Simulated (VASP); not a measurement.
# Y in VASP: notebook

One slab, Y, is run at these levels: PBE; tasks: single point.

Everything below comes from runs of VASP 6.6.1. Logs are shortened: lines on timing, memory, paths and dates and some standing lists are left out, and cuts for length are marked.

**1. The cell of the first run**

The cell holds a slab with vacuum, 8 atoms: a = 7.313 Å, b = 5.674 Å, c = 21.998 Å, α = 90.00°, β = 90.00°, γ = 90.00°.

The slab is cut from a database's or a generator's crystal, which needn't be the stable form of the element.

**2. Single point, PBE (the clean substrate in the cell of the map)**

Contents of INCAR:

```
PREC = Accurate
ENCUT = 520
EDIFF = 1E-6
ISMEAR = 0
SIGMA = 0.1
LREAL = F
LASPH = T
NELM = 100
ALGO = Fast
ISIF = 2
LWAVE = F
LCHARG = T
LDIPOL = T
IDIPOL = 3
DIPOL = 0.5 0.5 0.272
GGA = PE
LELF = T
LVHAR = T
LVACPOTAV = T
NBANDS = 54
```

Contents of KPOINTS:

```
Automatic mesh
0
Gamma
  4 5 1
```

Contents of POSCAR:

```
Y
1.0
    7.3129608291      0.0000000000      0.0000000000
    0.0000000000      5.6740148963      0.0000000000
    0.0000000000      0.0000000000     21.9980757826
Y
8
Direct
    0.0000000000      0.7500000000      0.1818340858
    0.5000000000      0.7500000000      0.1818340858
    0.2500000000      0.2500000000      0.2298171451
    0.7500000000      0.2500000000      0.2298171451
    0.2500000000      0.7500000000      0.3130925676
    0.7500000000      0.7500000000      0.3130925676
    0.0000000000      0.2500000000      0.3635806996
    0.5000000000      0.2500000000      0.3635806996
```

Potentials or basis: VASP PAW PBE potentials, release 64 (Y_sv).

The run is started by

```
cat potpaw_PBE.64/Y_sv/POTCAR > POTCAR
mpirun -np 1 vasp_std > vasp.out
```

OUTCAR:

```text
PREC = Accurate
   ENCUT = 520
   EDIFF = 1E-6
   ISMEAR = 0
   LREAL = F
   LASPH = T
   NELM = 100
   ISIF = 2
   GGA = PE

 ion  position               nearest neighbor table
   1  0.000  0.750  0.182-   5 3.42   6 3.42   3 3.54   4 3.54   3 3.54   4 3.54   2 3.66   2 3.66

   2  0.500  0.750  0.182-   5 3.42   6 3.42   3 3.54   4 3.54   3 3.54   4 3.54   1 3.66   1 3.66

   3  0.250  0.250  0.230-   5 3.38   5 3.38   8 3.46   7 3.46   1 3.54   1 3.54   2 3.54   2 3.54
                             4 3.66   4 3.66
   4  0.750  0.250  0.230-   6 3.38   6 3.38   8 3.46   7 3.46   1 3.54   1 3.54   2 3.54   2 3.54
                             3 3.66   3 3.66
   5  0.250  0.750  0.313-   3 3.38   3 3.38   1 3.42   2 3.42   8 3.55   7 3.55   7 3.55   8 3.55
                             6 3.66   6 3.66
   6  0.750  0.750  0.313-   4 3.38   4 3.38   1 3.42   2 3.42   8 3.55   7 3.55   7 3.55   8 3.55
                             5 3.66   5 3.66
   7  0.000  0.250  0.364-   3 3.46   4 3.46   5 3.55   6 3.55   5 3.55   6 3.55   8 3.66   8 3.66
[... 10 lines left out ...]
 A1 = (   0.0000000000,  -5.6740148963,   0.0000000000)
 A2 = (   7.3129608291,   0.0000000000,   0.0000000000)
 A3 = (   0.0000000000,   0.0000000000,  21.9980757826)

Analysis of symmetry for initial positions (statically):
=====================================================================
 Subroutine PRICEL returns following result:

  LATTYP: Found a simple orthorhombic cell.
 ALAT       =     3.6564804145
 B/A-ratio  =     1.5517695305
 C/A-ratio  =     6.0161885990

  Lattice vectors:

 A1 = (   3.6564804145,   0.0000000000,   0.0000000000)
 A2 = (   0.0000000000,   5.6740148963,   0.0000000000)
 A3 = (   0.0000000000,   0.0000000000,  21.9980757826)

   2 primitive cells build up your supercell.

 Routine SETGRP: Setting up the symmetry group for a
 simple orthorhombic supercell.

 Subroutine GETGRP returns: Found  4 space group operations
 (whereof  2 operations were pure point group operations)
 out of a pool of  8 trial point group operations.

The static configuration has the point symmetry C_1h.
 The point group associated with its full space group is C_2v.

Analysis of symmetry for dynamics (positions and initial velocities):
=====================================================================
 Subroutine PRICEL returns following result:

  LATTYP: Found a simple orthorhombic cell.
 ALAT       =     3.6564804145
 B/A-ratio  =     1.5517695305
 C/A-ratio  =     6.0161885990

  Lattice vectors:
[... 113 lines left out ...]
   PSTRESS=    0.0 pullay stress
   NELECT =      88.0000    total number of electrons
   NUPDOWN=      -1.0000    fix difference up-down
   EMIN   =  10.00;   EMAX   =-10.00  energy-range for DOS
   EFERMI =   0.00;   METHOD = LEGACY
   ISMEAR =     0;   SIGMA  =   0.10  broadening in eV -4-tet -1-fermi 0-gaus
   EFERMI_NEDOS =   21; number of points for ismear=-14 and -15
   IALGO  =     68    algorithm
   IMIX   =      4    mixing-type and parameters
     AMIX     =   0.40;   BMIX     =  1.00
     AMIX_MAG =   1.60;   BMIX_MAG =  1.00
  volume/ion in A,a.u.               =     114.10       769.97
  Fermi-wavevector in a.u.,A,eV,Ry     =   0.750665  1.418551  7.666858  0.563498
  Thomas-Fermi vector in A             =   1.847468
   LORBIT       =      0    0 simple, 1 ext, 2 COOP (PROOUT), +10 PAW based schemes
   GGA     = PE    functional components
   LHFCALC =     F    Hartree Fock is set to
   AEXX    =    0.0000 exact exchange contribution
   IVDW    =     0    specifies the selected vdW correction
   LEPSILON=     F    determine dielectric tensor
   LRPA    =     F    only Hartree local field effects (RPA)
 non-spin polarized calculation
 RMM-DIIS sequential band-by-band and
 Gauss-broadening in eV      SIGMA  =   0.10
  energy-cutoff  :      520.00
  volume of cell :      912.78
 maximum number of plane-waves:     24639
   NGX = 27   NGY = 21   NGZ = 81

 dipolmoment           0.000000      0.000000      0.000083 electrons x Angstroem

 number of electron      87.9999994 magnetization

 dipolmoment           0.000000      0.000000     -0.003098 electrons x Angstroem

 Free energy of the ion-electron system (eV)
  ---------------------------------------------------
  ext. energy  EPLUGINS =         0.00000000
  ---------------------------------------------------
  free energy    TOTEN  =       -46.74020845 eV

  energy without entropy =      -46.67054975  energy(sigma->0) =      -46.70537910

 E-fermi :  -1.3097     XC(G=0):  -3.5582

 val. band max:       -1.3146172115   @ k =   0.2500   0.4000   0.0000
 cond. band min:      -1.2973534090   @ k =   0.2500   0.4000   0.0000
 fundamental gap:      0.0172638025
 Fermi energy:        -1.3096720352

 k-point     1 :       0.0000    0.0000    0.0000
  band No.  band energies     occupation
      1     -44.5654      2.00000
      2     -44.5478      2.00000
      3     -44.5111      2.00000
      4     -44.4931      2.00000
      5     -43.9497      2.00000
      6     -43.9355      2.00000
[... 502 lines left out ...]
     53      -0.3903      0.00000
     54      -0.2830      0.00000

------------------------ aborting loop because EDIFF is reached ----------------------------------------

  FORCE on cell =-STRESS in cart. coord.  units (eV):
  Direction    XX          YY          ZZ          XY          YZ          ZX
  --------------------------------------------------------------------------------------
  -------------------------------------------------------------------------------------
  Total       -1.4211173     -3.2880912      0.1535350      0.0000000      0.0000000      0.0000000
  in kB       -2.4944344     -5.7714644      0.2694943      0.0000000      0.0000000      0.0000000
  external PRESSURE =      -2.6654682 kB  Pullay stress =       0.0000000 kB

 VOLUME and BASIS-vectors are now :
 -----------------------------------------------------------------------------
  energy-cutoff  :      520.00
  volume of cell :      912.78
      direct lattice vectors                 reciprocal lattice vectors
     7.312960829  0.000000000  0.000000000     0.136743519  0.000000000  0.000000000
     0.000000000  5.674014896  0.000000000     0.000000000  0.176242047  0.000000000
     0.000000000  0.000000000 21.998075783     0.000000000  0.000000000  0.045458521

 POSITION                                       TOTAL-FORCE (eV/Angst)
 -----------------------------------------------------------------------------------
      0.00000      4.25551      4.00000        -0.000000     -0.000000     -0.160255
      3.65648      4.25551      4.00000        -0.000000     -0.000000     -0.160255
      1.82824      1.41850      5.05553         0.000000     -0.000000      0.190745
      5.48472      1.41850      5.05553         0.000000      0.000000      0.190745
      1.82824      4.25551      6.88743        -0.000000     -0.000000     -0.012178
      5.48472      4.25551      6.88743        -0.000000     -0.000000     -0.012178
      0.00000      1.41850      7.99808        -0.000000     -0.000000     -0.018312
      3.65648      1.41850      7.99808        -0.000000      0.000000     -0.018312
 -----------------------------------------------------------------------------------
    total drift:                                0.000000      0.000000     -0.000969

  FREE ENERGIE OF THE ION-ELECTRON SYSTEM (eV)
  ---------------------------------------------------
  free  energy   TOTEN  =       -46.7402084535 eV

  energy  without entropy=      -46.6705497548  energy(sigma->0) =      -46.70537910

 vacuum level on the upper side and lower side of the slab         1.899         1.912
```

Run time: 33 min. Hardware: 1 thread of Intel Xeon 6975P-C (Granite Rapids), shared host; peak memory 0.93 GiB.

Results:

* Free energy: -46.7402 eV
* Largest force: 0.191 eV/Å
* Band gap on the k mesh: none (metal or under the smearing width)
* Work function of the upper face: 3.21 eV
* Work function of the lower face: 3.22 eV

Forces in eV/Å, atoms in the order of the input:
```
Y    0.000  0.000 -0.160
Y    0.000  0.000 -0.160
Y    0.000  0.000  0.191
Y    0.000  0.000  0.191
Y    0.000  0.000 -0.012
Y    0.000  0.000 -0.012
Y    0.000  0.000 -0.018
Y    0.000  0.000 -0.018
```

**3. Single point, PBE (clean slab, lower half held)**

INCAR, as its differences from that of step 2:

```diff
@@ -14,3 +14,3 @@
 IDIPOL = 3
-DIPOL = 0.5 0.5 0.272
+DIPOL = 0.5 0.5 0.493
 GGA = PE
@@ -19,2 +19,2 @@
 LVACPOTAV = T
-NBANDS = 54
+NBANDS = 30
```

Contents of KPOINTS:

```
Automatic mesh
0
Gamma
  8 5 1
```

Contents of POSCAR:

```
Y
1.0
    3.6564804146      0.0000000000      0.0000000000
    0.0000000000      5.6740148963      0.0000000000
    0.0000000000      0.0000000000     18.2221399033
Y
4
Direct
    0.0000000000      0.7500000000      0.3841480769
    0.5000000000      0.2500000000      0.4420740384
    0.5000000000      0.7500000000      0.5426055383
    0.0000000000      0.2500000000      0.6035556659
```

Potentials or basis: VASP PAW PBE potentials, release 64 (Y_sv).

The run is started by

```
cat potpaw_PBE.64/Y_sv/POTCAR > POTCAR
mpirun -np 1 vasp_std > vasp.out
```

Run time: 5 min. Hardware: 1 thread of Intel Xeon 6975P-C (Granite Rapids), shared host; peak memory 0.46 GiB.

Results (log left out):

```yaml
Free_energy: -23.3702 eV
Largest_force: 0.191 eV/Å
Band_gap_on_the_k_mesh: none (metal or under the smearing width)
Work_function_of_the_upper_face: 3.21 eV
Work_function_of_the_lower_face: 3.22 eV
```

Forces in eV/Å, atoms in the order of the input:
```
Y    0.000  0.000 -0.160
Y    0.000  0.000  0.191
Y    0.000  0.000 -0.012
Y    0.000  0.000 -0.019
```

Levels at points of the mesh, in eV from the Fermi level:
```
           k point  band 19  band 20  band 21  band 22  band 23  band 24  band 25  band 26
(0.00, 0.00, 0.00)    -1.30    -1.17    -0.31    -0.02     0.26     0.95     1.14     1.26
(0.50, 0.00, 0.00)    -1.00    -0.69    -0.65    -0.41    -0.27     0.11     0.47     0.57
```
